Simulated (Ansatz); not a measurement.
# AlAs (110): surface energy and levels, part 2 of 2

This session takes AlAs and sets out to compute energy, relaxation and work function or band edges of the (110) face.

Ansatz 0.2.0; DFT PBEsol, scalar-relativistic, plane waves, PAW. Earlier steps stand in the parts before.

### 4 Relaxing the (110) slab

input.yaml reads:

```yaml
crystal:
  lattice:
    - [4.0125455951, 0.0, 0.0]
    - [0.0, 5.6745964002, 0.0]
    - [0.0, 0.0, 27.0376367853]
  atoms:
    - { symbol: Al, position: [0.5, 0.5, 0.2773911071] }
    - { symbol: As, position: [0.0, 0.75, 0.2773911071] }
    - { symbol: Al, position: [0.0, 0.0, 0.3515940714] }
    - { symbol: As, position: [0.5, 0.25, 0.3515940714] }
    - { symbol: Al, position: [0.5, 0.5, 0.4257970357] }
    - { symbol: As, position: [0.0, 0.75, 0.4257970357] }
    - { symbol: Al, position: [0.0, 0.0, 0.5] }
    - { symbol: As, position: [0.5, 0.25, 0.5] }
    - { symbol: Al, position: [0.5, 0.5, 0.5742029643] }
    - { symbol: As, position: [0.0, 0.75, 0.5742029643] }
    - { symbol: Al, position: [0.0, 0.0, 0.6484059286] }
    - { symbol: As, position: [0.5, 0.25, 0.6484059286] }
    - { symbol: Al, position: [0.5, 0.5, 0.7226088929] }
    - { symbol: As, position: [0.0, 0.75, 0.7226088929] }
basis:
  ecutwfc: 420
kpoints:
  mp_grid: { grid: [7, 5, 1] }
hamiltonian:
  xc: pbesol
scf:
  occupations: { method: gaussian, width: 0.05 }
output:
  forces: true
  eigenvalues: true
relax:
  adjacent_minimum: "off"
  f_tol: 0.02
  max_steps: 60
efield:
  axis: 3
  dipole_correction: true
```

The run is started by

```
> ansatz run input.yaml --threads 1 --pin off --max-ram 2560MiB --backend cpu --events-out ev --progress --plain --runs-dir out
```

What it wrote:

```text
Warning: RAYON_NUM_THREADS=1 ignored (pool sized by the plan → 1); use --threads N
Engine: ansatz 0.2.0, aarch64-unknown-linux-gnu
Pseudopotentials: kind: paw
Pseudopotential: Al, paw, valence charge 3, recommended cutoff 420 eV (normal), Al.paw.azcp
Pseudopotential: As, paw, valence charge 15, recommended cutoff 420 eV (normal), As.paw.azcp
Functional definition: PBEsol
  exchange = pbesol_x
  correlation = pbesol_c
Crystal: 14 atoms, lattice volume = 615.636 Å³
Basis set: ecut = 420 eV, 12097 PW (Γ), exchange–correlation on 54×80×384 points (8 copies of the dense FFT grid, shifted against one another)
Bands: 77, of which v1, the nominal top of the filled ones, is band 63 counted from 1 (62 counted from 0)
Symmetry: 2 space group operations
k-points: 12 of 35 (time reversal used)
Non-local potential: Al, projectors of the file, l = 0: 2, l = 1: 2, l = 2: 1
Non-local potential: As, projectors of the file, l = 0: 2, l = 1: 2, l = 2: 3, l = 3: 1
PAW form: soft (Blöchl's): semilocal exchange-correlation on the pseudo side does not see the compensation charge
PAW frozen core: Al, regenerated for the run's functional, and the local potential with it (the file was generated under x = pbe(κ = 0.804, μ = 0.2195149727645171), c = pbe(β = 0.06672455060314922))
PAW frozen core: As, regenerated for the run's functional, and the local potential with it (the file was generated under x = pbe(κ = 0.804, μ = 0.2195149727645171), c = pbe(β = 0.06672455060314922))
PAW one-centre angular grid: Al, 110 points (default); XC on 64 Gauss nodes
PAW one-centre angular grid: As, 590 points (default); XC on 64 Gauss nodes
Initial density: superposition of atomic densities (neutral atoms: chi_scale 0, normalization atom), corrected by the library's trained network
Initial wavefunctions: pseudopotential atomic-orbital guess
Functional: x = pbesol(κ = 0.804, μ = 0.12345679012345678), c = pbesol(β = 0.046)
SCF iter   1: F=—  HF=-37365.339586 eV  |F-HF|=—  |Δ(HF+E_count)|=         —  Δρ=2.29e-3  dr2=7.87e-2  ethr=1.77e-3  p=0.000 e·Å  D=7.03e-14 V/Å  ΔV_dip=-0.00 eV  dr2_dipole=5.74e-9  V_vac-E_F(+/−)=4.59/4.59 eV  ⟨swp⟩=6.9  Hψ=3830  notcnv=0  defer=11
efield: sawtooth ramp at fractional position 0.9500 (placed from the atoms, in the widest stretch of the axis that holds none; the zero of the levels goes with the place), width 0.1000; the density the first Hamiltonian is built on has a dipole p = 0.000 e·Å; the dipole correction subtracts the counter field D = 7.03e-14 V/Å, which shifts the + side's vacuum level by -0.00 eV against the − side's; the planar-averaged density in the ramp window peaks in size at 3.8e-5 e/Å³
preconditioner: auto → Resta (q_TF=auto, 2.094 Å⁻¹)  ε∞=3.0  [insulator: Δε(μ)=0.720 eV  Ē_g=7.845 eV  σ=0.050 eV  W_gap=1.00  n_scr=98 (ndim 8)  ℏωp=11.2 eV  f_vac=0.435  D(μ)=0.00/eV (n_scr^D=0)  ε∞_Penn≈3.0  vacuum switching on, ρ_ref=4.5e-3 e/Å³]
SCF iter   2: F=—  HF=-37365.324815 eV  |F-HF|=—  |Δ(HF+E_count)|=   1.48e-2  Δρ=1.20e-3  dr2=1.58e-2  ethr=6.25e-5  p=-0.000 e·Å  D=-8.96e-6 V/Å  ΔV_dip=0.00 eV  dr2_dipole=2.53e-8  V_vac-E_F(+/−)=4.51/4.51 eV  ⟨swp⟩=2.0  Hψ=1288  notcnv=0  defer=83
SCF iter   3: F=—  HF=-37365.324695 eV  |F-HF|=—  |Δ(HF+E_count)|=   1.20e-4  Δρ=4.41e-4  dr2=6.85e-3  ethr=1.25e-5  p=0.000 e·Å  D=3.02e-5 V/Å  ΔV_dip=-0.00 eV  dr2_dipole=2.22e-7  V_vac-E_F(+/−)=4.52/4.52 eV  ⟨swp⟩=2.0  Hψ=1139  notcnv=0  defer=83
SCF iter   4: F=—  HF=-37365.324579 eV  |F-HF|=—  |Δ(HF+E_count)|=   1.16e-4  Δρ=1.78e-4  dr2=1.11e-3  ethr=5.44e-6  p=-0.000 e·Å  D=-3.16e-5 V/Å  ΔV_dip=0.00 eV  dr2_dipole=2.76e-7  V_vac-E_F(+/−)=4.49/4.49 eV  ⟨swp⟩=2.0  Hψ=993  notcnv=0  defer=84
SCF iter   5: F=—  HF=-37365.324605 eV  |F-HF|=—  |Δ(HF+E_count)|=   2.54e-5  Δρ=6.59e-5  dr2=4.29e-5  ethr=8.80e-7  p=0.000 e·Å  D=3.33e-5 V/Å  ΔV_dip=-0.00 eV  dr2_dipole=2.98e-7  V_vac-E_F(+/−)=4.49/4.49 eV  ⟨swp⟩=2.4  Hψ=1180  notcnv=0  defer=111
iter 6 did not close the SCF: its close was put off until two iterations running show no level that it waits for move by more than its bar (scf_convergence_deferred on its scf_iter line)
SCF iter   6: F=-37365.324638 eV  HF=-37365.324629 eV  |F-HF|=8.46e-6  |Δ(HF+E_count)|=   2.49e-5  Δρ=2.84e-5  dr2=5.97e-6  ethr=7.94e-9  p=-0.000 e·Å  D=-4.40e-5 V/Å  ΔV_dip=0.00 eV  dr2_dipole=5.16e-7  V_vac-E_F(+/−)=4.49/4.49 eV  ⟨swp⟩=15.9  Hψ=4748  notcnv=0
iter 7 did not close the SCF: its close was put off until two iterations running show no level that it waits for move by more than its bar (scf_convergence_deferred on its scf_iter line)
SCF iter   7: F=-37365.324633 eV  HF=-37365.324640 eV  |F-HF|=6.77e-6  |Δ(HF+E_count)|=   1.03e-5  Δρ=9.35e-6  dr2=4.43e-6  ethr=4.74e-9  p=0.000 e·Å  D=1.19e-4 V/Å  ΔV_dip=-0.00 eV  dr2_dipole=3.77e-6  V_vac-E_F(+/−)=4.49/4.49 eV  ⟨swp⟩=5.8  Hψ=3393  notcnv=0
iter 8 did not close the SCF: its close was put off until two iterations running show no level that it waits for move by more than its bar (scf_convergence_deferred on its scf_iter line)
SCF iter   8: F=-37365.324639 eV  HF=-37365.324640 eV  |F-HF|=4.22e-7  |Δ(HF+E_count)|=   7.45e-8  Δρ=4.96e-6  dr2=5.41e-7  ethr=3.52e-9  p=-0.000 e·Å  D=-3.66e-5 V/Å  ΔV_dip=0.00 eV  dr2_dipole=3.57e-7  V_vac-E_F(+/−)=4.49/4.49 eV  ⟨swp⟩=5.0  Hψ=2806  notcnv=0
SCF iter   9: F=-37365.324640 eV  HF=-37365.324640 eV  |F-HF|=2.04e-8  |Δ(HF+E_count)|=   2.43e-7  Δρ=1.63e-6  dr2=3.72e-8  ethr=4.29e-10  p=-0.000 e·Å  D=-6.66e-6 V/Å  ΔV_dip=0.00 eV  dr2_dipole=1.21e-8  V_vac-E_F(+/−)=4.49/4.49 eV  ⟨swp⟩=2.2  Hψ=2302  notcnv=0
SCF 1 converged in 9 iterations: F = -37365.324640 eV  dr2 = 3.72e-8
relax step   1: F+E_penalty+E_count = -37365.32464012 eV  Δ(F+E_penalty+E_count) = +0.000e0 eV  max|allowed force component| = 1.366e0 eV/Å  Δτ_max = 0.0000 Å  (9 SCF iters, dr2 threshold 1.00e-5 eV, accepted)
[... 12 lines left out ...]
relax step   2: F+E_penalty+E_count = -37366.20716698 eV  Δ(F+E_penalty+E_count) = -8.825e-1 eV  max|allowed force component| = 9.570e-1 eV/Å  Δτ_max = 0.1948 Å  (6 SCF iters, dr2 threshold 1.00e-4 eV, accepted)
[... 9 lines left out ...]
relax step   3: F+E_penalty+E_count = -37366.65073587 eV  Δ(F+E_penalty+E_count) = -4.436e-1 eV  max|allowed force component| = 4.340e-1 eV/Å  Δτ_max = 0.1949 Å  (6 SCF iters, dr2 threshold 5.72e-5 eV, accepted)
[... 9 lines left out ...]
relax step   4: F+E_penalty+E_count = -37366.78309317 eV  Δ(F+E_penalty+E_count) = -1.324e-1 eV  max|allowed force component| = 7.719e-2 eV/Å  Δτ_max = 0.1942 Å  (6 SCF iters, dr2 threshold 3.87e-5 eV, accepted)
[... 11 lines left out ...]
relax step   5: F+E_penalty+E_count = -37366.78774617 eV  Δ(F+E_penalty+E_count) = -4.653e-3 eV  max|allowed force component| = 2.917e-2 eV/Å  Δτ_max = 0.0283 Å  (8 SCF iters, accepted)
[... 10 lines left out ...]
relax step   6: F+E_penalty+E_count = -37366.78799602 eV  Δ(F+E_penalty+E_count) = -2.498e-4 eV  max|allowed force component| = 1.063e-2 eV/Å  Δτ_max = 0.0081 Å  (7 SCF iters, accepted)
SCF converged after 7 iterations
Free energy (F): -37366.787996 eV
Harris-Foulkes:  -37366.787996 eV  (|F-HF|=6.38e-9)
Internal energy: -37366.787996 eV  (E = F + TS)
E sigma→0 (E₀):  -37366.787996 eV
Fermi energy:    1.094631 eV
Dipole field:    D = 0.000014 V/Å  (p = 0.000047 e·Å, saw-weighted, corrected)
Work function:   Φ+ = 4.9104 eV   Φ− = 4.9108 eV
Levels:          The Fermi level and band energies are counted from a zero that moves with the ramp; work functions are not
--- Per-component energies (eV) ---
  E_band       = -2572.769598
  E_kinetic    = 879.844301
  E_local      = -79967.918599  (includes V_loc(G=0)·N_el)
  E_nonlocal   = -4604.081264
  E_hartree    = 40141.870507
  E_xc         = -822.346906
  E_vxc        = -753.433793  (∫ρ·V_xc dr)
  E_paw        = -15735.938355  (= ΣΔE_a)
  E_vpaw       = 1589.061976  (= ΣTr[D̂ρ^β])
  E_aug_tail   = 0.000037  (compensation charges beyond the density's cutoff)
  E_efield     = 0.000000  (sawtooth field / dipole correction)
  E_vefield    = 0.000000  (∫n·V_field dr)
  E_ewald      = 22734.883309
  E_core_change = 6.898974  (= ΣΔE_core)
  E_smearing   = -0.000000  (= −TS)
  E_closure    = 0.000000  (closes the sum)
  Σ components = -37366.787996   (vs F -37366.787996, Δ=0.00e0)
--- Forces (eV/Å), atoms counted from 1 ---
  atom   1  Al     0.00000000    -0.00049185    -0.00090664
  atom   2  As     0.00000000     0.00191147     0.00057510
  atom   3  Al     0.00000000    -0.00224580    -0.01062573
  atom   4  As     0.00000000    -0.00186044     0.00961393
  atom   5  Al     0.00000000    -0.00096215    -0.00656649
  atom   6  As     0.00000000     0.00500170     0.00660621
  atom   7  Al     0.00000000    -0.00337967    -0.00101022
  atom   8  As     0.00000000     0.00052381     0.00048527
  atom   9  Al     0.00000000    -0.00087856     0.00500642
  atom  10  As     0.00000000     0.00473824    -0.00494967
  atom  11  Al     0.00000000    -0.00237501     0.00915740
  atom  12  As     0.00000000    -0.00122208    -0.00732486
  atom  13  Al     0.00000000    -0.00087874     0.00039012
  atom  14  As     0.00000000     0.00207751    -0.00044225
  max |Σ_I F_I| component: 4.16e-5 eV/Å
--- Band table (eV; the first three rows and the last of 12) ---
  k-point 0: bands = ["-33.8238", "-33.8232", "-33.8142", "-33.8138", "-33.8136", "-33.8133", "-33.7992", "-33.7986", "-33.7908", "-33.7902", "-33.7767", "-33.7740", "-33.7720", "-33.7643", "-33.7629", "-33.7433", "-33.7428", "-33.7397", "-33.7395", "-33.7368", "-33.7365", "-33.7318", "-33.7315", "-33.7282", "-33.7278", "-33.4531", "-33.4523", "-33.4397", "-33.4389", "-33.4197", "-33.4189", "-33.4035", "-33.4027", "-33.3976", "-33.3968", "-11.0772", "-10.7638", "-10.2464", "-9.6697", "-9.3343", "-9.1862", "-9.1739", "-4.6816", "-4.4408", "-3.9449", "-3.4146", "-2.8890", "-2.5287", "-2.3651", "-1.7933", "-1.5757", "-1.4017", "-1.2967", "-1.1302", "-0.6741", "-0.6149", "-0.3289", "-0.1492", "0.2444", "0.3230", "0.4291", "0.5287", "0.6484", "2.1289", "2.4593", "2.5362", "3.1611", "3.2148", "3.2271", "3.9717", "4.1587", "4.1899", "4.8456", "4.9428", "5.0253", "5.1526", "5.3881"]
[... 3 lines left out ...]
--- Relaxed structure (6 steps of the walk, 6 accepted, 0 SCFs on fresh bases) ---
  F+E_penalty+E_count = -37366.78799602 eV   max|allowed force component| = 1.063e-2 eV/Å
  atoms:
    - { symbol: Al, position: [0.5, 0.5634655452252381, 0.2959256038272315] }
    - { symbol: As, position: [0.0, 0.7664744093728201, 0.2690114222374017] }
    - { symbol: Al, position: [0.0, -0.019555253995270885, 0.3482030236569554] }
    - { symbol: As, position: [0.5, 0.23149070346256015, 0.35221123656661857] }
    - { symbol: Al, position: [0.5, 0.485875986451137, 0.42645373970739475] }
    - { symbol: As, position: [0.0, 0.738550300254177, 0.42485970021798625] }
    - { symbol: Al, position: [0.0, -0.01622932252282986, 0.500004943574457] }
    - { symbol: As, position: [0.5, 0.23412548491658983, 0.4999974330953402] }
    - { symbol: Al, position: [0.5, 0.4858431898826709, 0.5735468083024218] }
    - { symbol: As, position: [0.0, 0.7385147494654799, 0.5751402532218197] }
    - { symbol: Al, position: [0.0, -0.019642768966759042, 0.65180772603085] }
    - { symbol: As, position: [0.5, 0.23139311538041335, 0.6477744179937341] }
    - { symbol: Al, position: [0.5, 0.5633468956511557, 0.7040714131862555] }
    - { symbol: As, position: [0.0, 0.7663469654226169, 0.7309922783815317] }
```

It took 5.9 min on 1 thread of Arm Neoverse V2, shared host; peak memory 0.87 GiB.

The steps of the relaxation:

```
step  E - E(step 1) (eV/cell)  largest force component (eV/Å)
   1                   0.0000                          1.3655
   2                  -0.8825                          0.9570
   3                  -1.3261                          0.4340
   4                  -1.4585                          0.0772
   5                  -1.4631                          0.0292
   6                  -1.4634                          0.0106
```

Step 1 is the start.

This gives gap on the mesh 0.89 eV; ionisation potential 5.36 eV; electron affinity 4.46 eV.

Plane-averaged electrostatic potential energy of an electron across the slab, counted from the valence-band top:

z (Å), V (eV) and a bar:
```
     1.41       5.36 ##############################
     1.97       5.36 ##############################
     2.53       5.36 ##############################
     2.82       5.36 ##############################
     3.38       5.36 ##############################
     3.94       5.35 ##############################
     4.51       5.35 ##############################
     4.79       5.34 ##############################
     5.35       5.25 ##############################
     5.91       4.83 ############################
     6.48       2.77 ####################
     6.76       1.41 ###############
     7.32      -0.24 ########
     7.89      -1.70 ##
     8.45      -1.04 #####
     8.73      -2.23 
     9.29      -2.28 
     9.86      -1.84 ##
    10.42       0.49 ###########
    10.70      -0.12 ########
    11.27      -1.64 ###
    11.83      -1.84 ##
    12.39       0.20 ##########
    12.67      -0.02 #########
    13.24      -1.80 ##
    13.80      -1.80 ##
    14.36      -0.02 #########
    14.65       0.20 ##########
    15.21      -1.84 ##
    15.77      -1.64 ###
    16.34      -0.12 ########
    16.62       0.49 ###########
    17.18      -1.84 ##
    17.74      -2.29 
    18.31      -2.23 
    18.59      -1.04 #####
    19.15      -1.70 ##
    19.71      -0.24 ########
    20.28       1.41 ###############
    20.56       2.77 ####################
    21.12       4.83 ############################
    21.69       5.25 ##############################
    22.25       5.33 ##############################
    22.53       5.35 ##############################
    23.09       5.35 ##############################
    23.66       5.36 ##############################
    24.22       5.36 ##############################
    24.50       5.36 ##############################
    25.07       5.36 ##############################
    25.63       5.36 ##############################
```

### 5 Surface energy and levels of (110)

The surface energy is (E_slab − N·E_bulk) / 2A, with N = 14 atoms and A = 22.77 Å².

|  | as cut | relaxed |
| --- | --- | --- |
| surface energy, mean of both faces | 1.33 J/m² | 0.81 J/m² |
| gap of the slab on the mesh | 0.65 eV | 0.89 eV |
| bulk valence top under the vacuum level | 4.96 eV | 5.35 eV |
| bulk conduction bottom under the vacuum level | 3.61 eV | 4.01 eV |
| dipole along +c (e·Å/cell) | 0.000 | 0.000 |

The bulk's band edges are placed through the mean potential in the slab's middle.

Spacings of the planes, from the bottom up:

| plane | atoms | spacing to the next, as cut (Å) | relaxed (Å) | change (%) | rumpling (Å) |
| --- | --- | --- | --- | --- | --- |
| 1 | AlAs | 2.006 | 1.831 | -8.7 | 0.728 |
| 2 | AlAs | 2.006 | 2.040 | +1.7 | 0.108 |
| 3 | AlAs | 2.006 | 2.010 | +0.2 | 0.043 |
| 4 | AlAs | 2.006 | 2.010 | +0.2 | 0.000 |
| 5 | AlAs | 2.006 | 2.040 | +1.7 | 0.043 |
| 6 | AlAs | 2.006 | 1.832 | -8.7 | 0.109 |
| 7 | AlAs |  |  |  | 0.728 |

### 6 Summary of results

This closing draws on all 2 parts.

```
                                                            quantity      value
                         surface energy, (110), cut with AlAs on top  0.81 J/m²
bulk valence top under the vacuum level, (110), cut with AlAs on top    5.35 eV
```

What this shows: On (110) the top spacing contracts by 8.7 %, and relaxation gains 0.515 J/m² a face. The top plane rumples by 0.73 Å. Gaps are read on the k points sampled, so a crossing between them can be missed.
